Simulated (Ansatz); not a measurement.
Write a Python script for the Ansatz DFT code, driven from Python that makes a check of forces and pressure against finite differences of PbO (distorted cell). Level of theory (first run): PBE, PAW, cutoff 540 eV, 4×4×4 k-points, fixed occupations.

```
Pb O
1.0
     4.08840    0.02134   -0.03637
     0.02134    4.04485   -0.00060
    -0.04567   -0.00076    4.82195
Pb O
2 2
Direct
  0.99517 0.50627 0.23941
  0.49966 0.99892 0.75881
  0.00399 0.00628 0.99752
  0.50139 0.50157 0.00361
```

`fdcheck_pbo.py`
```python
import ansatz as az
import numpy as np

FILLING = "fixed"
FUNCTIONAL = "pbe"
CUTOFF = 540
MESH = (4, 4, 4)
SCF_TOL = 1e-09

vectors0 = np.array([
    [4.0884, 0.02134, -0.03637],
    [0.02134, 4.04485, -0.0006],
    [-0.04567, -0.00076, 4.82195],
])
sites = [
    ("Pb", (0.99517, 0.50627, 0.23941)),
    ("Pb", (0.49966, 0.99892, 0.75881)),
    ("O", (0.00399, 0.00628, 0.99752)),
    ("O", (0.50139, 0.50157, 0.00361)),
]


def build(cell):
    crystal = az.Crystal(lattice=az.Lattice.of(cell))
    for symbol, position in sites:
        crystal = crystal.atom(symbol, position)
    return crystal

def solve(crystal):
    return (
        crystal.calculation()
        .occupations(FILLING)
        .functional(FUNCTIONAL)
        .basis(CUTOFF, xc_grid=2)
        .kpoints(*MESH)
        .scf(tolerance=SCF_TOL)
        .forces()
        .stress()
        .run(threads=1)
    ).report


centre = solve(build(vectors0))
start = build(vectors0)
print(f"force on atom 3 along z: analytic {centre['forces_ev_ang'][3][2]:.4f} eV/A")
for h in (0.004, 0.016):
    shift = np.eye(3)[2] * h @ np.linalg.inv(vectors0)
    plus, minus = (solve(start.move(3, to=np.array(sites[3][1]) + sign * shift))["lagrangian_ev"] for sign in (1, -1))
    print(f"  step {h} A: numerical {-(plus - minus) / (2 * h):.4f} eV/A")
volume = abs(np.linalg.det(vectors0))
larger, smaller = (solve(build(vectors0 * (1 + sign * 0.005) ** (1 / 3)))["lagrangian_ev"] for sign in (1, -1))
numerical = -(larger - smaller) / (0.01 * volume) * 160.21766
print(f"pressure: analytic {np.trace(centre['stress_gpa']) / 3:.3f}, numerical {numerical:.3f} GPa")
```

`python fdcheck_pbo.py` gives:
```text
DeckWarning: output.stress: scf.convergence.dr2_threshold = 1e-9 eV is looser than the 4e-10 eV advised for a printed stress (1e-10 eV for each atom of the cell: 4). What an SCF threshold leaves in a stress goes as its square root, and in the free energy as the threshold itself, and one threshold admits the most on a small cell: of the crystals measured, under no hybrid functional and no lock of the moments, on runs that ended without the residual-converged pass, on stresses that held no [...]
force on atom 3 along z: analytic -0.0819 eV/A
  step 0.004 A: numerical -0.0819 eV/A
  step 0.016 A: numerical -0.0819 eV/A
pressure: analytic 2.452, numerical 2.453 GPa
```
(Warnings from the package without file and line, shortened.)

Of the deposited cell: the entry's cell lengths or inner coordinates differ somewhat from later room-temperature determinations. Pressure is positive in compression. Spin-orbit coupling, which matters for elements this heavy, is left out. The cell is a database structure, distorted on purpose. The central difference errs as the square of the step, so the shorter step is the fairer test; what remains comes from the finite grid and the SCF threshold. It ran for 63 s on 1 thread of Arm Neoverse V1 (shared host), peak memory 0.42 GiB.
